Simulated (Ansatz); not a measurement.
GaP:

```
CELL_PARAMETERS angstrom
0.00000 2.72525 2.72525
2.72525 0.00000 2.72525
2.72525 2.72525 0.00000
ATOMIC_POSITIONS crystal
Ga 0.00000 0.00000 0.00000
P 0.75000 0.75000 0.75000
```

Program: Ansatz 0.2.0. Alike in all runs: potentials or basis Ansatz PAW; no spin polarisation; cell as given.

Question: Order these runs on this cell by their band gap on the k mesh, lowest first.
A. level PBE0; k mesh 4 × 4 × 4; cutoff (eV) 420; smearing fermi-dirac 0.05 eV; points for each segment of the path 4; mesh quality coarse
B. level HF; k mesh 4 × 4 × 4; cutoff (eV) 420; smearing fermi-dirac 0.05 eV; points for each segment of the path 4; mesh quality coarse
C. level HSEsol; k mesh 4 × 4 × 4; cutoff (eV) 420; smearing fermi-dirac 0.05 eV; points for each segment of the path 4; mesh quality coarse
D. level r2SCAN50; k mesh 4 × 4 × 4; cutoff (eV) 500; smearing fermi-dirac 0.05 eV; points for each segment of the path 4; mesh quality coarse
E. level PBE; k mesh 8 × 8 × 8; cutoff (eV) 420; smearing gaussian 0.028 eV; mesh quality not flagged

Answer: E (1.64 eV), C (2.20 eV), A (2.99 eV), D (4.42 eV), B (7.72 eV).

Caveats: some runs use coarse meshes.

A k mesh can miss the band edges.
